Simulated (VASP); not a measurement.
# MgI2 in VASP: one cell, several levels of theory

What does VASP give for MgI2 in the CdI2 structure, the cell held fixed? Runs: PBE, LDA, PBEsol. The results are then set beside those of Ansatz 0.2.0 for the same cell.

Program: VASP 6.6.1. PAW datasets, plane waves. Computed at 0 K without zero-point motion; spin polarisation is off.

**1. The cell**

The cell comes from an earlier relaxation with r2SCAN+rVV10 in another program.

Space group P-3m1 (No. 164), trigonal; a = 4.157 Å, c = 6.873 Å in the conventional setting, 34.29 Å³ an atom. Mg has 6 I at 2.92 Å; I has 3 Mg at 2.92 Å.

As a file:

```cif
data_structure
_symmetry_space_group_name_H-M 'P 1'
_symmetry_Int_Tables_number 1
_cell_length_a 4.1572
_cell_length_b 4.1572
_cell_length_c 6.8733
_cell_angle_alpha 90.000
_cell_angle_beta 90.000
_cell_angle_gamma 120.000
_cell_volume 102.87
loop_
_atom_site_label
_atom_site_type_symbol
_atom_site_fract_x
_atom_site_fract_y
_atom_site_fract_z
_atom_site_occupancy
Mg1 Mg 0.00000 0.00000 0.00000 1
I1 I 0.33333 0.66667 0.24262 1
I2 I 0.66667 0.33333 0.75738 1
```

**2. Single point with PBE**

INCAR reads:

```
ENCUT = 520.000000
SIGMA = 0.020000
EDIFF = 1.00e-07
GGA = PE
PREC = Accurate
IBRION = -1
ISIF = 2
ISMEAR = -1
NBANDS = 15
NELM = 120
NSW = 0
LASPH = .TRUE.
LCHARG = .TRUE.
LELF = .TRUE.
LWAVE = .FALSE.
LREAL = .FALSE.
```

KPOINTS reads:

```
KPOINTS created by Atomic Simulation Environment
0
Gamma
12 12 4
0 0 0
```

KPOINTS_OPT reads:

```
special points
7
Reciprocal
0.0000000000 0.0000000000 0.0000000000 1
0.5000000000 0.0000000000 0.0000000000 1
0.3333333333 0.3333333333 0.0000000000 1
0.0000000000 0.0000000000 0.5000000000 1
0.5000000000 0.0000000000 0.5000000000 1
0.3333333333 0.3333333333 0.5000000000 1
0.5000000000 0.0000000000 0.3500000000 1
```

POSCAR reads:

```
Mg I
 1.0000000000000000
     4.1572130500175861    0.0000000000000000    0.0000000000000000
    -2.0786065250087931    3.6002521102594174    0.0000000000000000
     0.0000000000000000    0.0000000000000000    6.8733252076808444
 Mg  I
   1   2
Cartesian
  0.0000000000000000 -0.0000000000000000 -0.0000000000000000
 -0.0000000000000001  2.4001680735062787  1.6676205526148902
  2.0786065250087922  1.2000840367531393  5.2057046550659551
```

The run uses the recommended PBE PAW datasets (16 valence electrons a neutral cell).

Run with:

```console
mpirun -np 1 vasp_std
```

Printed to the terminal (iteration lines stand in OSZICAR):

```text
POSCAR found type information on POSCAR MgI
 POSCAR found :  2 types and       3 ions
 LDA part: xc-table for (Slater+PW92), standard interpolation
 POSCAR, INCAR and KPOINTS ok, starting setup
 FFT: planning ... GRIDC
 FFT: planning ... GRID_SOFT
 FFT: planning ... GRID
 WAVECAR not read
 entering main loop
 Start KPOINTS_OPT (optional k-point list driver)
k-point batch [1-7\7]
```

OSZICAR:

```text
N       E                     dE             d eps       ncg     rms          rms(c)
DAV:   1     0.757644788132E+02    0.75764E+02   -0.57893E+03  2078   0.842E+02
DAV:   2    -0.176111795746E+01   -0.77526E+02   -0.70452E+02  2919   0.131E+02
DAV:   3    -0.773624499391E+01   -0.59751E+01   -0.59496E+01  2756   0.418E+01
DAV:   4    -0.784987339180E+01   -0.11363E+00   -0.11362E+00  2951   0.686E+00
DAV:   5    -0.785091646044E+01   -0.10431E-02   -0.10431E-02  2716   0.612E-01    0.401E+00
DAV:   6    -0.772459047072E+01    0.12633E+00   -0.11128E-01  2399   0.170E+00    0.273E+00
DAV:   7    -0.770075966564E+01    0.23831E-01   -0.11970E-01  2448   0.173E+00    0.746E-01
DAV:   8    -0.769901440885E+01    0.17453E-02   -0.76296E-03  2378   0.499E-01    0.261E-01
DAV:   9    -0.769915936039E+01   -0.14495E-03   -0.10044E-03  2833   0.188E-01    0.941E-02
DAV:  10    -0.769914614307E+01    0.13217E-04   -0.33825E-05  2609   0.402E-02    0.370E-02
DAV:  11    -0.769915147960E+01   -0.53365E-05   -0.13358E-05  2525   0.228E-02    0.212E-02
DAV:  12    -0.769915204503E+01   -0.56543E-06   -0.58145E-07  2826   0.450E-03    0.833E-03
DAV:  13    -0.769915217407E+01   -0.12904E-06   -0.37185E-08  1903   0.124E-03    0.545E-03
DAV:  14    -0.769915253412E+01   -0.36005E-06   -0.31324E-07  2399   0.351E-03    0.392E-03
DAV:  15    -0.769915248278E+01    0.51347E-07   -0.10280E-08  2113   0.657E-04
   1 F= -.76991525E+01 E0= -.76991525E+01  d E =-.885875E-11
       N       E                     dE             ncg
DAV:   1     0.250725163191E+04   -0.23011E+04      210
DAV:   2     0.198271881172E+04   -0.52453E+03      297
DAV:   3     0.194422052821E+04   -0.38498E+02      273
DAV:   4     0.194352763822E+04   -0.69289E+00      277
DAV:   5     0.194351821786E+04   -0.94204E-02      296
DAV:   6     0.194351809677E+04   -0.12109E-03      285
DAV:   7     0.194351809603E+04   -0.74203E-06      310
DAV:   8     0.194351809603E+04   -0.40932E-08      203
```

The lines after F= are the extra pass for the points of KPOINTS_OPT, at fixed density; their E is not a total energy.

From OUTCAR:

```text
k-points           NKPTS =     69   k-points in BZ     NKDIM =     69   number of bands    NBANDS=     15

   NELECT =      16.0000    total number of electrons

   dimension x,y,z NGX =    32 NGY =   32 NGZ =   54
   dimension x,y,z NGXF=    64 NGYF=   64 NGZF=  108

  energy-cutoff  :      520.00
  volume of cell :      102.87
      direct lattice vectors                 reciprocal lattice vectors
     4.157213050  0.000000000  0.000000000     0.240545767  0.138879163  0.000000000
    -2.078606525  3.600252110  0.000000000     0.000000000  0.277758326  0.000000000
     0.000000000  0.000000000  6.873325208     0.000000000  0.000000000  0.145489988

 k-points in reciprocal lattice and weights: KPOINTS created by Atomic Simulation Env
   0.00000000  0.00000000  0.00000000       0.002
   0.08333333  0.00000000  0.00000000       0.010
   0.16666667  0.00000000  0.00000000       0.010
   0.25000000  0.00000000  0.00000000       0.010
   0.33333333  0.00000000  0.00000000       0.010
   0.41666667  0.00000000  0.00000000       0.010
   0.50000000  0.00000000  0.00000000       0.005
   0.08333333  0.08333333  0.00000000       0.010
[... 61 more k-points ...]

 E-fermi :   2.6948

 k-point     1 :       0.0000    0.0000    0.0000
  band No.  band energies     occupation
      1      -9.7831      2.00000
      2      -9.0758      2.00000
      3      -1.2442      2.00000
      4       1.8272      2.00000
      5       1.8272      2.00000
      6       2.2068      2.00000
      7       2.2068      2.00000
      8       2.2910      2.00000
      9       5.9665      0.00000
     10       7.0489      0.00000
     11       8.9674      0.00000
     12       8.9674      0.00000
     13       9.7604      0.00000
     14      10.4282      0.00000
     15      10.4282      0.00000

 k-point     2 :       0.0833    0.0000    0.0000
  band No.  band energies     occupation
      1      -9.7467      2.00000
      2      -9.0567      2.00000
      3      -1.1935      2.00000
      4       1.5288      2.00000
      5       1.7317      2.00000
      6       1.9356      2.00000
      7       2.2020      2.00000
      8       2.2688      2.00000
      9       6.2846      0.00000
     10       7.3425      0.00000
     11       8.5986      0.00000
     12       9.0826      0.00000
     13       9.9902      0.00000
     14      10.1684      0.00000
     15      10.5471      0.00000

 k-point     3 :       0.1667    0.0000    0.0000
  band No.  band energies     occupation
      1      -9.6427      2.00000
      2      -9.0051      2.00000
      3      -1.0515      2.00000
      4       0.8436      2.00000
      5       1.3577      2.00000
      6       1.5184      2.00000
      7       2.1522      2.00000
      8       2.1909      2.00000
      9       6.8350      0.00000
     10       7.6777      0.00000
     11       8.4750      0.00000
     12       9.3295      0.00000
     13       9.4797      0.00000
     14      10.2806      0.00000
     15      10.8171      0.00000

 k-point     4 :       0.2500    0.0000    0.0000
  band No.  band energies     occupation
      1      -9.4871      2.00000
      2      -8.9381      2.00000
      3      -0.8694      2.00000
      4       0.1211      2.00000
      5       0.7548      2.00000
      6       1.2818      2.00000
      7       2.0405      2.00000
      8       2.0528      2.00000
      9       6.7567      0.00000
     10       7.7337      0.00000
     11       8.6341      0.00000
     12       9.4388      0.00000
     13       9.4396      0.00000
     14      10.3191      0.00000
     15      11.2417      0.00000

 k-point     5 :       0.3333    0.0000    0.0000
  band No.  band energies     occupation
      1      -9.3080      2.00000
      2      -8.8815      2.00000
      3      -0.8828      2.00000
      4      -0.3042      2.00000
      5       0.3345      2.00000
      6       1.0799      2.00000
      7       1.8093      2.00000
      8       1.9421      2.00000
      9       6.3289      0.00000
     10       7.7445      0.00000
     11       8.2070      0.00000
     12       9.3604      0.00000
     13       9.8683      0.00000
     14      11.0135      0.00000
     15      11.3486      0.00000

 k-point     6 :       0.4167    0.0000    0.0000
  band No.  band energies     occupation
      1      -9.1479      2.00000
      2      -8.8596      2.00000
      3      -1.1736      2.00000
      4      -0.4448      2.00000
      5       0.3170      2.00000
      6       0.9469      2.00000
      7       1.5340      2.00000
      8       1.8591      2.00000
      9       6.0172      0.00000
     10       7.6495      0.00000
     11       7.9019      0.00000
     12       9.2592      0.00000
     13      10.1739      0.00000
     14      11.3367      0.00000
     15      12.0276      0.00000

 k-point     7 :       0.5000    0.0000    0.0000
  band No.  band energies     occupation
      1      -9.0743      2.00000
      2      -8.8644      2.00000
      3      -1.3041      2.00000
      4      -0.5222      2.00000
      5       0.4251      2.00000
      6       0.9007      2.00000
      7       1.3790      2.00000
      8       1.8287      2.00000
      9       5.9076      0.00000
     10       7.6053      0.00000
     11       7.7968      0.00000
     12       9.2189      0.00000
     13      10.2694      0.00000
     14      11.6304      0.00000
     15      12.0625      0.00000

 k-point     8 :       0.0833    0.0833    0.0000
  band No.  band energies     occupation
      1      -9.6765      2.00000
      2      -9.0213      2.00000
      3      -1.0968      2.00000
      4       1.1420      2.00000
      5       1.2749      2.00000
      6       1.7922      2.00000
      7       2.0952      2.00000
      8       2.2236      2.00000
      9       6.7332      0.00000
     10       7.7992      0.00000
     11       8.2176      0.00000
     12       9.2755      0.00000
     13       9.7324      0.00000
     14      10.0425      0.00000
     15      10.8970      0.00000

 k-point     9 :       0.1667    0.0833    0.0000
  band No.  band energies     occupation
      1      -9.5464      2.00000
      2      -8.9617      2.00000
      3      -0.9293      2.00000
      4       0.4729      2.00000
      5       0.7866      2.00000
      6       1.4915      2.00000
      7       1.9520      2.00000
      8       2.1224      2.00000
      9       7.0293      0.00000
     10       7.9018      0.00000
     11       8.5452      0.00000
     12       9.2541      0.00000
     13       9.4221      0.00000
     14       9.7948      0.00000
     15      11.2541      0.00000

 k-point    10 :       0.2500    0.0833    0.0000
  band No.  band energies     occupation
      1      -9.3781      2.00000
      2      -8.8995      2.00000
      3      -0.8076      2.00000
      4      -0.1222      2.00000
      5       0.4002      2.00000
      6       1.1490      2.00000
      7       1.8027      2.00000
      8       1.9520      2.00000
      9       6.6940      0.00000
     10       8.0233      0.00000
     11       8.4648      0.00000
     12       9.2787      0.00000
     13       9.6081      0.00000
     14      10.1161      0.00000
     15      11.4162      0.00000

 k-point    11 :       0.3333    0.0833    0.0000
  band No.  band energies     occupation
      1      -9.2056      2.00000
      2      -8.8610      2.00000
      3      -1.0084      2.00000
      4      -0.3490      2.00000
      5       0.2705      2.00000
      6       0.8924      2.00000
      7       1.6233      2.00000
      8       1.7607      2.00000
      9       6.3120      0.00000
     10       7.9771      0.00000
     11       8.0767      0.00000
     12       9.2581      0.00000
     13      10.0406      0.00000
     14      10.9754      0.00000
     15      11.4945      0.00000

 k-point    12 :       0.4167    0.0833    0.0000
  band No.  band energies     occupation
      1      -9.0799      2.00000
      2      -8.8594      2.00000
      3      -1.2396      2.00000
      4      -0.4641      2.00000
      5       0.4162      2.00000
      6       0.7516      2.00000
      7       1.4135      2.00000
      8       1.6664      2.00000
      9       6.0968      0.00000
     10       7.8617      0.00000
     11       7.9081      0.00000
     12       9.2510      0.00000
     13      10.2459      0.00000
     14      11.4538      0.00000
     15      11.9766      0.00000

[... the tables of k-points 13 to 69 left out ...]

  Total        0.6375631      0.6375631      0.7879863      0.0000000      0.0000000     -0.0000000
  in kB        9.9295977      9.9295977     12.2723340      0.0000000      0.0000000     -0.0000000
  external PRESSURE =      10.7105098 kB  Pullay stress =       0.0000000 kB

 POSITION                                       TOTAL-FORCE (eV/Angst)
 -----------------------------------------------------------------------------------
      0.00000      0.00000      0.00000         0.000000      0.000000      0.000000
      0.00000      2.40017      1.66762         0.000000     -0.000000      0.001090
      2.07861      1.20008      5.20570        -0.000000      0.000000     -0.001090
 -----------------------------------------------------------------------------------
    total drift:                               -0.000000      0.000000     -0.000000

  FREE ENERGIE OF THE ION-ELECTRON SYSTEM (eV)
  ---------------------------------------------------
  free  energy   TOTEN  =        -7.6991524828 eV

  energy  without entropy=       -7.6991524828  energy(sigma->0) =       -7.69915248
```

Hardware: 1 MPI rank of Intel Xeon 6975P-C, shared host.

The levels at the points of KPOINTS_OPT are read from vasprun.xml.

Band energies at the special points (eV, zero at the top of v, the last band that the electrons fill by count):

```csv
point,v−1,v,c,c+1
Γ,-0.08,0.00,3.68,4.76
M,-0.91,-0.46,3.62,5.31
K,-1.23,-1.23,3.88,7.37
A,-0.19,-0.19,4.63,4.84
L,-0.80,-0.70,3.52,5.20
H,-0.55,-0.55,4.79,5.76
```

The PBE gap is 3.49 eV and indirect (Γ to (0.50, 0.00, 0.35)), with 3.68 eV as the least direct one. Pressure: 1.07 GPa; the forces vanish within 0.01 eV/Å.

Density in a lattice plane of the grid's cell (edges 4.16 and 6.87 Å, at 0.333 of the third edge), which holds I.

Ten even steps from ' ' (-0.53 e/Å³) to '@' (0.72 e/Å³):
```
==========++++++********++++
++======++++**##%%%%%%%%##**
++++====++**##@@@@@@@@@@%%##
**++====++**%%@@##--==%%@@##
**++====++**%%@@++  ..##@@%%
++======++**%%@@%%++**@@@@##
++========++**%%@@@@@@@@%%**
============++**##%%%%##**++
==============++++++++++++==
============================
============================
====++++====================
++++++++++++================
++********++==============++
****####**++++============++
****####**++++============++
++********++++============++
++++++++++++================
==++++++++==================
================++++++++====
```
Columns run along the first of these edges and rows up along the second, over one cell in 14 and 20 even steps from the bottom left corner. Atoms in the plane (fractional): I at (0.67, 0.76).

ELF in the same plane.

Values, 12 rows by 8 columns:
```
0.47 0.12 0.20 0.61 0.80 0.82 0.82 0.77
0.74 0.16 0.33 0.82 0.87 0.75 0.80 0.87
0.76 0.13 0.31 0.84 0.85 0.54 0.66 0.87
0.68 0.07 0.21 0.79 0.90 0.87 0.89 0.88
0.28 0.02 0.05 0.49 0.83 0.89 0.88 0.77
0.02 0.04 0.03 0.03 0.16 0.42 0.35 0.09
0.28 0.56 0.50 0.17 0.02 0.01 0.01 0.04
0.68 0.81 0.78 0.55 0.12 0.02 0.02 0.23
0.76 0.86 0.84 0.65 0.19 0.02 0.04 0.34
0.74 0.87 0.84 0.61 0.15 0.02 0.03 0.28
0.47 0.76 0.70 0.32 0.07 0.03 0.04 0.11
0.15 0.21 0.19 0.15 0.26 0.40 0.37 0.21
```
Columns run along the first of these edges and rows up along the second, over one cell in 8 and 12 even steps from the bottom left corner. Atoms in the plane (fractional): I at (0.67, 0.76).

Both are smooth fields of the valence electrons: close to the nuclei they are not physical.

Maxima of ELF outside the ion cores: 0.91 beside I, off the lines to its neighbours, 1.0 Å from I; 0.89 in the shell around I, 1.1 Å from I.

[end of part 1 of 3]
